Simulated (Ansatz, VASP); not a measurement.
# One calculation of Cs, two programs

Contents of INCAR:

```
SYSTEM = Cs
ALGO = Normal ; EDIFF = 1E-6
EDIFFG = -0.005 ; ENCUT = 600
GGA = PE ; IBRION = 2
ISIF = 3 ; ISMEAR = 0
LASPH = .True. ; LCHARG = .False.
LREAL = .False. ; LWAVE = .False.
NELM = 80 ; NSW = 100
PREC = Accurate ; SIGMA = 0.1
```

KPOINTS

```
k-points
0
Gamma
  12 12 12
  0 0 0
```

Contents of POSCAR:

```
Cs
1.0
   -2.7500754600      2.7500754600      4.0972389800
    2.7500754600     -2.7500754600      4.0972389800
    2.7500754600      2.7500754600     -4.0972389800
Cs
1
Direct
    0.0000000000      0.0000000000      0.0000000000
```

Input for Ansatz:

```yaml
crystal:
  lattice:
    - [-2.75007546, 2.75007546, 4.09723898]
    - [2.75007546, -2.75007546, 4.09723898]
    - [2.75007546, 2.75007546, -4.09723898]
  atoms:
    - { symbol: Cs, position: [0.0, 0.0, 0.0] }
basis:
  ecutwfc: 420
kpoints:
  mp_grid: { grid: [12, 12, 12] }
hamiltonian:
  xc: pbe
scf:
  occupations: { method: gaussian, width: 0.1 }
output:
  forces: true
  stress: true
  eigenvalues: true
relax:
  adjacent_minimum: "off"
  f_tol: 0.005
  max_steps: 80
  cell: { stress_tol: 0.05 }
```

This isn't the form of Cs at room conditions, which is bcc.

Alike in both runs: task relaxation of cell and atoms; functional PBE; k mesh 12 × 12 × 12; occupations gaussian, width 0.1 eV; no spin polarisation.

```csv
,VASP,Ansatz
version,VASP 6.6.1,Ansatz 0.2.0
potentials or method,"VASP PAW PBE potentials, release 64 (Cs_sv)","scalar-relativistic, plane waves, PAW"
plane-wave cutoff (eV),600,420
valence electrons in the cell,9,9
```

```csv
,VASP,Ansatz,Ansatz less VASP
"gap on the k mesh at the Fermi level, each at its own relaxed structure (eV)",none,none,-
relaxed volume (Å³/atom),117.39,116.82,-0.576
relaxed cell length with the largest relative difference (Å),5.467,5.528,+0.0614
energy change over the relaxation (meV/atom),-2,-2,+0.2
```

A gap of «none» marks a metal or a gap that the smearing closes.

The runs have no spin-orbit coupling, so splittings on Cs are missing.
